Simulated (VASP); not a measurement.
# Ge (Fd-3m) in VASP: further runs

The runs below take Ge through single point, with PBE.

All numbers are computed with VASP 6.6.1; they aren't measurements. Logs are shortened: lines on timing, memory, paths and dates and some standing lists are left out, and cuts for length are marked.

**What was measured.**

From “Electronic and optical properties of SixGe1-x-ySny alloys lattice-matched to Ge”, 2021, arxiv:2109.02782, for a bulk crystal of Ge: band gap 0.807 eV (direct) at 300 K; band gap 0.666 eV (indirect) at 293 K.

The results are compared with them further down.

## (1) The structure

It takes space group Fd-3m (No. 227, cubic). The conventional cell has a = 5.658 Å, b = 5.658 Å, c = 5.658 Å, α = 90.00°, β = 90.00°, γ = 90.00°. Around Ge (site symmetry -43m) lie 4 Ge at 2.45 Å.

## (2) Single point, PBE

Contents of INCAR:

```
  ALGO = Fast
  EDIFF = 1E-7
  ENCUT = 520
  GGA = PE
  ISIF = 2
  ISMEAR = 0
  LASPH = T
  LCHARG = F
  LREAL = F
  LWAVE = F
  NBANDS = 21
  NELM = 100
  PREC = Accurate
  SIGMA = 0.02
```

Contents of KPOINTS:

```
k-points
0
Gamma
  8 8 8
```

Contents of POSCAR:

```
Ge
1.0
    0.0000000000      2.8289100000      2.8289100000
    2.8289100000      0.0000000000      2.8289100000
    2.8289100000      2.8289100000      0.0000000000
Ge
2
Direct
    0.7500000000      0.7500000000      0.7500000000
    0.5000000000      0.5000000000      0.5000000000
```

Potentials or basis: VASP PAW PBE potentials, release 64 (Ge_d).

Launch:

```
cat potpaw_PBE.64/Ge_d/POTCAR > POTCAR
mpirun -np 1 vasp_std > vasp.out
```

OUTCAR:

```text
EDIFF = 1E-7
   ENCUT = 520
   GGA = PE
   ISIF = 2
   ISMEAR = 0
   LASPH = T
   LREAL = F
   NELM = 100
   PREC = Accurate

 ion  position               nearest neighbor table
   1  0.750  0.750  0.750-   2 2.45   2 2.45   2 2.45   2 2.45
   2  0.500  0.500  0.500-   1 2.45   1 2.45   1 2.45   1 2.45

  LATTYP: Found a face centered cubic cell.
 ALAT       =     5.6578200000

  Lattice vectors:

 A1 = (   0.0000000000,   2.8289100000,   2.8289100000)
 A2 = (   2.8289100000,   0.0000000000,   2.8289100000)
 A3 = (   2.8289100000,   2.8289100000,   0.0000000000)

Analysis of symmetry for initial positions (statically):
=====================================================================
 Subroutine PRICEL returns:
 Original cell was already a primitive cell.

 Routine SETGRP: Setting up the symmetry group for a
 face centered cubic supercell.

 Subroutine GETGRP returns: Found 48 space group operations
 (whereof 24 operations were pure point group operations)
 out of a pool of 48 trial point group operations.

The static configuration has the point symmetry T_d .
 The point group associated with its full space group is O_h .

Analysis of symmetry for dynamics (positions and initial velocities):
=====================================================================
 Subroutine PRICEL returns:
 Original cell was already a primitive cell.

 Routine SETGRP: Setting up the symmetry group for a
 face centered cubic supercell.

 Subroutine GETGRP returns: Found 48 space group operations
 (whereof 24 operations were pure point group operations)
 out of a pool of 48 trial point group operations.

The dynamic configuration has the point symmetry T_d .
 The point group associated with its full space group is O_h .

 Subroutine INISYM returns: Found 48 space group operations
 (whereof 24 operations are pure point group operations),
 and found     1 'primitive' translations

----------------------------------------------------------------------------------------

                                     Primitive cell

  volume of cell :      45.2780

  direct lattice vectors                    reciprocal lattice vectors
     0.000000000  2.828910000  2.828910000    -0.176746521  0.176746521  0.176746521
     2.828910000  0.000000000  2.828910000     0.176746521 -0.176746521  0.176746521
     2.828910000  2.828910000  0.000000000     0.176746521  0.176746521 -0.176746521

  length of vectors
     4.000682889  4.000682889  4.000682889     0.306133954  0.306133954  0.306133954

  position of ions in fractional coordinates (direct lattice)
     0.750000000  0.750000000  0.750000000
     0.500000000  0.500000000  0.500000000

  ion indices of the primitive-cell ions
   primitive index   ion index
                 1           1
                 2           2

----------------------------------------------------------------------------------------

 KPOINTS: k-points

Automatic generation of k-mesh.
 Grid dimensions read from file:
 generate k-points for:    8    8    8

 Generating k-lattice:

  Cartesian coordinates                     Fractional coordinates (reciprocal lattice)
    -0.022093315  0.022093315  0.022093315     0.125000000  0.000000000  0.000000000
     0.022093315 -0.022093315  0.022093315     0.000000000  0.125000000  0.000000000
     0.022093315  0.022093315 -0.022093315     0.000000000  0.000000000  0.125000000

  Length of vectors
     0.038266744  0.038266744  0.038266744

  Shift w.r.t. Gamma in fractional coordinates (k-lattice)
     0.000000000  0.000000000  0.000000000

 Subroutine IBZKPT returns following result:
 ===========================================

 Found     29 irreducible k-points:

 Following reciprocal coordinates:
            Coordinates               Weight
  0.000000  0.000000  0.000000      1.000000
  0.125000  0.000000  0.000000      8.000000
  0.250000  0.000000  0.000000      8.000000
  0.375000  0.000000  0.000000      8.000000
  0.500000  0.000000  0.000000      4.000000
  0.125000  0.125000  0.000000      6.000000
[... 16 lines left out ...]
  0.500000  0.250000  0.125000     48.000000
 -0.375000  0.250000  0.125000     24.000000
 [... further k-points ...]
   k-points           NKPTS =     29   k-points in BZ     NKDIM =     29   number of bands    NBANDS=     21
   number of dos      NEDOS =    301   number of ions     NIONS =      2
   total plane-waves  NPLWV =  27000
   dimension x,y,z NGX =    30 NGY =   30 NGZ =   30
   dimension x,y,z NGXF=    60 NGYF=   60 NGZF=   60
   ions per type =               2
   NGX,Y,Z   is equivalent  to a cutoff of  12.47, 12.47, 12.47 a.u.
   NGXF,Y,Z  is equivalent  to a cutoff of  24.93, 24.93, 24.93 a.u.
 SYSTEM =  unknown system
   PREC   = accura    normal or accurate (medium, high low for compatibility)
   ISTART =      0    job   : 0-new  1-cont  2-samecut
   ICHARG =      2    charge: 1-file 2-atom 10-const
   ISPIN  =      1    spin polarized calculation?
   LNONCOLLINEAR =      F non collinear calculations
   LSORBIT =      F    spin-orbit coupling
   LASPH  =      T    aspherical Exc in radial PAW
   ENCUT  =  520.0 eV  38.22 Ry    6.18 a.u.   7.44  7.44  7.44*2*pi/ulx,y,z
   NELM   =    100;   NELMIN=  2; NELMDL= -5     # of ELM steps
   EDIFF  = 0.1E-06   stopping-criterion for ELM
   LREAL  =      F    real-space projection
   EDIFFG = 0.1E-05   stopping-criterion for IOM
   NSW    =      0    number of steps for IOM
   IBRION =     -1    ionic relax: 0-MD 1-quasi-New 2-CG
   NFREE  =      0    steps in history (QN), initial steepest desc. (CG)
   ISIF   =      2    stress and relaxation
   ISYM   =      2    0-nonsym 1-usesym 2-fastsym
   POTIM  = 0.5000    time-step for ionic-motion
   TEBEG  =    0.0;   TEEND  =   0.0 temperature during run
   PSTRESS=    0.0 pullay stress
   NELECT =      28.0000    total number of electrons
   NUPDOWN=      -1.0000    fix difference up-down
   EMIN   =  10.00;   EMAX   =-10.00  energy-range for DOS
   EFERMI =   0.00;   METHOD = LEGACY
   ISMEAR =     0;   SIGMA  =   0.02  broadening in eV -4-tet -1-fermi 0-gaus
   EFERMI_NEDOS =   21; number of points for ismear=-14 and -15
   IALGO  =     68    algorithm
   IMIX   =      4    mixing-type and parameters
     AMIX     =   0.40;   BMIX     =  1.00
     AMIX_MAG =   1.60;   BMIX_MAG =  1.00
  volume/ion in A,a.u.               =      22.64       152.78
  Fermi-wavevector in a.u.,A,eV,Ry     =   1.394756  2.635708 26.468033  1.945346
  Thomas-Fermi vector in A             =   2.518275
   LORBIT       =      0    0 simple, 1 ext, 2 COOP (PROOUT), +10 PAW based schemes
   GGA     = PE    functional components
   LHFCALC =     F    Hartree Fock is set to
   AEXX    =    0.0000 exact exchange contribution
   IVDW    =     0    specifies the selected vdW correction
   LEPSILON=     F    determine dielectric tensor
   LRPA    =     F    only Hartree local field effects (RPA)
 non-spin polarized calculation
 RMM-DIIS sequential band-by-band and
 Gauss-broadening in eV      SIGMA  =   0.02
  energy-cutoff  :      520.00
  volume of cell :       45.28
 maximum number of plane-waves:      1243
 NGX is ok and might be reduce to    30
   NGX = 15   NGY = 15   NGZ = 15

 number of electron      28.0000022 magnetization

 Free energy of the ion-electron system (eV)
  ---------------------------------------------------
  ext. energy  EPLUGINS =         0.00000000
  ---------------------------------------------------
  free energy    TOTEN  =        -8.99884152 eV

  energy without entropy =       -8.99880681  energy(sigma->0) =       -8.99882417

 E-fermi :   5.0164     XC(G=0):  -9.9229

 val. band max:        4.9945889933   @ k =   0.0000   0.0000   0.0000
 cond. band min:       5.0291970529   @ k =   0.0000   0.0000   0.0000
 fundamental gap:      0.0346080596
 Fermi energy:         5.0164374355

 k-point     1 :       0.0000    0.0000    0.0000
  band No.  band energies     occupation
      1     -19.8211      2.00000
      2     -19.8211      2.00000
      3     -19.8211      2.00000
      4     -19.7850      2.00000
      5     -19.7850      2.00000
      6     -19.5744      2.00000
[... 13 lines left out ...]
     20      14.4761      0.00000
     21      14.4761      0.00000

 k-point     2 :       0.1250    0.0000    0.0000
  band No.  band energies     occupation
      1     -19.8292      2.00000
      2     -19.8292      2.00000
      3     -19.8186      2.00000
      4     -19.7736      2.00000
      5     -19.7736      2.00000
      6     -19.5863      2.00000
[... 13 lines left out ...]
     20      13.5766      0.00000
     21      13.5766      0.00000

 k-point     3 :       0.2500    0.0000    0.0000
  band No.  band energies     occupation
      1     -19.8393      2.00000
      2     -19.8393      2.00000
      3     -19.8125      2.00000
      4     -19.7564      2.00000
      5     -19.7564      2.00000
      6     -19.6000      2.00000
[... 13 lines left out ...]
     20      13.3274      0.00000
     21      13.3274      0.00000

 k-point     4 :       0.3750    0.0000    0.0000
  band No.  band energies     occupation
      1     -19.8443      2.00000
      2     -19.8443      2.00000
      3     -19.8062      2.00000
      4     -19.7459      2.00000
      5     -19.7459      2.00000
      6     -19.6071      2.00000
[... 13 lines left out ...]
     20      14.5039      0.00000
     21      14.5039      0.00000

 k-point     5 :       0.5000    0.0000    0.0000
  band No.  band energies     occupation
      1     -19.8455      2.00000
      2     -19.8455      2.00000
      3     -19.8035      2.00000
      4     -19.7431      2.00000
      5     -19.7431      2.00000
      6     -19.6087      2.00000
[... 13 lines left out ...]
     20      16.0930      0.00000
     21      16.2182      0.00000
[... 382 lines left out ...]
     20      16.6060      0.00000
     21      17.8364      0.00000

 k-point    22 :       0.3750    0.2500    0.1250
  band No.  band energies     occupation
      1     -19.8497      2.00000
      2     -19.8472      2.00000
      3     -19.8044      2.00000
      4     -19.7488      2.00000
      5     -19.7202      2.00000
      6     -19.6509      2.00000
[... 13 lines left out ...]
     20      15.1340      0.00000
     21      15.3940      0.00000

 k-point    23 :       0.5000    0.2500    0.1250
  band No.  band energies     occupation
      1     -19.8616      2.00000
      2     -19.8537      2.00000
      3     -19.7826      2.00000
      4     -19.7338      2.00000
      5     -19.7075      2.00000
      6     -19.6595      2.00000
[... 13 lines left out ...]
     20      14.6693      0.00000
     21      16.5255      0.00000

 k-point    24 :      -0.3750    0.2500    0.1250
  band No.  band energies     occupation
      1     -19.8668      2.00000
      2     -19.8551      2.00000
      3     -19.7728      2.00000
      4     -19.7228      2.00000
      5     -19.7090      2.00000
      6     -19.6544      2.00000
[... 13 lines left out ...]
     20      15.9594      0.00000
     21      16.4692      0.00000

 [... further k-points ...]

------------------------ aborting loop because EDIFF is reached ----------------------------------------

  FORCE on cell =-STRESS in cart. coord.  units (eV):
  Direction    XX          YY          ZZ          XY          YZ          ZX
  --------------------------------------------------------------------------------------
  -------------------------------------------------------------------------------------
  Total        0.9995539      0.9995539      0.9995539      0.0000000     -0.0000000      0.0000000
  in kB       35.3695395     35.3695395     35.3695395      0.0000000     -0.0000000      0.0000000
  external PRESSURE =      35.3695395 kB  Pullay stress =       0.0000000 kB

 VOLUME and BASIS-vectors are now :
 -----------------------------------------------------------------------------
  energy-cutoff  :      520.00
  volume of cell :       45.28
      direct lattice vectors                 reciprocal lattice vectors
     0.000000000  2.828910000  2.828910000    -0.176746521  0.176746521  0.176746521
     2.828910000  0.000000000  2.828910000     0.176746521 -0.176746521  0.176746521
     2.828910000  2.828910000  0.000000000     0.176746521  0.176746521 -0.176746521

 POSITION                                       TOTAL-FORCE (eV/Angst)
 -----------------------------------------------------------------------------------
      4.24336      4.24336      4.24336         0.000000      0.000000      0.000000
      2.82891      2.82891      2.82891        -0.000000     -0.000000     -0.000000
 -----------------------------------------------------------------------------------
    total drift:                                0.000000     -0.000000     -0.000000

  FREE ENERGIE OF THE ION-ELECTRON SYSTEM (eV)
  ---------------------------------------------------
  free  energy   TOTEN  =        -8.9988415216 eV

  energy  without entropy=       -8.9988068133  energy(sigma->0) =       -8.99882417
```

Wall time 34 s (1 thread of AMD EPYC 7R43 (Zen 3), shared host); peak memory 0.13 GiB.

Results:

- Free energy: -8.9988 eV
- Pressure: 3.5 GPa
- Band gap on the k mesh: 0.03 eV, direct

## (3) Single point, PBE

Contents of INCAR:

```
SYSTEM = Ge
  ALGO = Normal
  EDIFF = 1E-6
  ENCUT = 520
  GGA = PE
  ISIF = 2
  ISMEAR = 0
  LASPH = .TRUE.
  LCHARG = .TRUE.
  LELF = .TRUE.
  LREAL = .FALSE.
  LVHAR = .TRUE.
  LWAVE = .FALSE.
  NBANDS = 21
  NELM = 80
  PREC = Accurate
  SIGMA = 0.018000000000000002
```

Contents of KPOINTS:

```
k-points
0
G
  8 8 8
  0 0 0
```

POSCAR is that of step 2.

Potentials or basis: VASP PAW PBE potentials, release 64 (Ge_d).

Launch:

```
cat potpaw_PBE.64/Ge_d/POTCAR > POTCAR
mpirun -np 1 vasp_std > vasp.out
```

It took 26 s on 1 thread of Intel Xeon Platinum 8375C at 2.90GHz (Ice Lake), shared host; peak memory 0.17 GiB.

Results (log left out):

- Free energy: -8.9988 eV
- Pressure: 3.5 GPa
- Band gap on the k mesh: 0.03 eV, direct

Levels at points of the mesh, in eV from the valence-band top:
| k point | band 11 | band 12 | band 13 | band 14 | band 15 | band 16 | band 17 | band 18 |
| --- | --- | --- | --- | --- | --- | --- | --- | --- |
| (0.00, 0.00, 0.00) | -12.77 | 0.00 | 0.00 | 0.00 | 0.03 | 2.55 | 2.55 | 2.55 |
| (0.50, 0.00, 0.00) | -10.68 | -7.60 | -1.41 | -1.41 | 0.18 | 3.75 | 3.75 | 7.13 |
| (0.50, 0.50, 0.00) | -8.89 | -8.89 | -3.07 | -3.07 | 0.75 | 0.75 | 9.52 | 9.52 |

## (4) Against experiment

Step 2. A measured gap of Ge is 0.807 eV (direct; 300 K; “Electronic and optical properties of SixGe1-x-ySny alloys lattice-matched to Ge”, 2021, arxiv:2109.02782); the calculated 0.03 eV misses it by -0.77 eV. 3 values of this kind are on record (0.666 to 0.807 eV); this one was drawn at random among those near their median. Spin-orbit coupling on Ge is left out. The value is that of PBE on a finite k mesh, which can miss the band edges, without temperature or zero-point motion. Semilocal functionals fall short of measured gaps as a rule.

Step 3. Measured gap of Ge: 0.666 eV (indirect; 293 K; “Electronic and optical properties of SixGe1-x-ySny alloys lattice-matched to Ge”, 2021, arxiv:2109.02782). This calculation gives 0.03 eV (-0.63 eV). 3 values of this kind are on record (0.666 to 0.807 eV); this one was drawn at random among those near their median. Spin-orbit coupling on Ge is left out. The value is that of PBE on a finite k mesh, which can miss the band edges, without temperature or zero-point motion. Semilocal functionals fall short of measured gaps as a rule.
